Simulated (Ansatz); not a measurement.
Reaction (ligand exchange at a Ge–C bond): `F[C](F)(F)[Ge]([Cl])([Cl])[Cl]` + H₂S → `[SH][Ge]([Cl])([Cl])[Cl]` + `FC(F)F`

Gas-phase electronic energies from Ansatz, PBE0-D4/def2-TZVP geometries. CBS: MP2 limit from def2 TZ/QZ plus the TZ coupled-cluster correction, frozen cores. This one scheme is used for every species. DFT in def2-TZVPP. HSE06 is defined as in plane-wave codes. For Ge outer-core shells are correlated without core-valence functions, which leaves a few kJ/mol of doubt a bond. Scalar relativity is left out up to krypton. One conformer a species, not always the lowest.

`F[C](F)(F)[Ge]([Cl])([Cl])[Cl]`:

Cartesian coordinates in Å:
```
F -1.518 1.258 -0.314
C -1.081 0.066 0.094
F -1.676 -0.871 -0.645
F -1.456 -0.103 1.362
Ge 0.922 -0.056 -0.080
Cl 1.806 1.452 1.115
Cl 1.550 -1.968 0.580
Cl 1.452 0.222 -2.111
```

H₂S:

```xyz
3

S    -0.376    0.398    0.290
H    -0.578   -0.616   -0.564
H     0.953    0.218    0.273
```

`[SH][Ge]([Cl])([Cl])[Cl]`:

```xyz
6

S     1.814   -0.286    0.014
Ge   -0.372   -0.193    0.043
Cl   -1.077   -2.165    0.393
Cl   -1.110    1.091    1.572
Cl   -1.176    0.519   -1.796
H     1.921    1.034   -0.226
```

`FC(F)F`:

```xyz
5

F    -0.927    0.771   -0.517
C     0.026    0.030    0.045
F    -0.524   -1.092    0.503
F     0.920   -0.288   -0.890
H     0.506    0.579    0.858
```

Is it downhill or uphill in electronic energy at CCSD(T)/CBS, and by how much? (An estimate is asked.)

Ansatz gave: Downhill: ΔE = -1.05 eV.

What do these levels give: PBE0-D4, BHLYP-D4, ωB97X-V, BLYP, PBE0, r2SCAN0, HSE06, HF/def2-SVP, SCS-MP2/def2-TZVPP, MP2/def2-QZVPP, HF/CBS(def2), MP2/CBS(def2)? (Estimate.)

The calculation gave: PBE0-D4 -1.04, BHLYP-D4 -1.09, ωB97X-V -0.97, BLYP -0.95, PBE0 -1.05, r2SCAN0 -1.06, HSE06 -1.06, HF/def2-SVP -1.15, SCS-MP2/def2-TZVPP -1.08, MP2/def2-QZVPP -1.13, HF/CBS(def2) -1.18, MP2/CBS(def2) -1.14 eV.

Largest T1 diagnostic among the species: 0.012.

From BLYP to BHLYP (50 % exact exchange), in def2-TZVPP and without D4, ΔE moves by −0.14 eV. In def2-TZVPP, CCSD(T) changes the Hartree–Fock value by +0.16 eV (the triples alone add +0.01 eV) and MP2 by +0.07 eV.
